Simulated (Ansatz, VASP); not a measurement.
## Two plane-wave programs on KBr

```
CELL_PARAMETERS angstrom
0.00000 3.30000 3.30000
3.30000 0.00000 3.30000
3.30000 3.30000 0.00000
ATOMIC_POSITIONS crystal
K 0.00000 0.00000 0.00000
Br 0.50000 0.50000 0.50000
```

Alike in both runs: task relaxation of cell and atoms; functional PBE; k mesh 6 × 6 × 6; occupations gaussian, width 0.02 eV; no spin polarisation.

|  | VASP | Ansatz |
| --- | --- | --- |
| version | VASP 6.6.1 | Ansatz 0.2.0 |
| potentials or method | VASP PAW PBE potentials, release 64 (K_sv, Br) | scalar-relativistic, plane waves, PAW |
| plane-wave cutoff (eV) | 600 | 420 |
| valence electrons in the cell | 16 | 16 |

Ansatz gave:

```
gap on the k mesh at the Fermi level, each at its own relaxed structure (eV) : 4.32
relaxed volume (Å³/atom)                                                     : 37.61
relaxed cell length with the largest relative difference (Å)                 : 4.738
energy change over the relaxation (meV/atom)                                 : -4
```

Q: Which values does VASP return?

A: gap on the k mesh at the Fermi level, each at its own relaxed structure (eV): 4.30; relaxed volume (Å³/atom): 37.79; relaxed cell length with the largest relative difference (Å): 4.746; energy change over the relaxation (meV/atom): -4.

PBE usually gives volumes a little too large and moduli too small. Zero-point motion and thermal expansion aren't in these numbers.
